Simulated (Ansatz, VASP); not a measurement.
**Sn in VASP and in Ansatz**

```
Sn
1.0
    -1.89465    1.89465    1.89465
     1.89465   -1.89465    1.89465
     1.89465    1.89465   -1.89465
Sn
1
Direct
  0.00000 0.00000 0.00000
```

This isn't the form of Sn at room conditions, which is tetragonal (white tin).

Alike in both runs: functional r2SCAN; k mesh 7 × 7 × 7; occupations fermi-dirac, width 0.05 eV; non-collinear spin, spin-orbit coupling.

|  | VASP | Ansatz |
| --- | --- | --- |
| version | VASP 6.6.1 | Ansatz 0.2.0 |
| potentials or method | VASP PAW PBE potentials, release 64 (Sn_d) | Ansatz PAW |
| plane-wave cutoff (eV) | 520 | 500 |
| valence electrons in the cell | 14 | 14 |
| task | single point | band structure |

```csv
,VASP,Ansatz,Ansatz less VASP
gap on the k mesh at the Fermi level (eV),none,none,-
pressure (GPa),-0.1,-0.1,-0.01
net moment per atom (μB),0.00,0.00,0.000
```

A gap of «none» marks a metal or a gap that the smearing closes. The functional is the same, so the differences come from potentials, cutoffs and numerics.

Caveats: the PAW data sets were made with another functional, which shifts forces and pressure a little (VASP); the PAW data sets come from PBE, with cores solved anew for the run's functional, which leaves a small shift of forces and pressure (Ansatz).
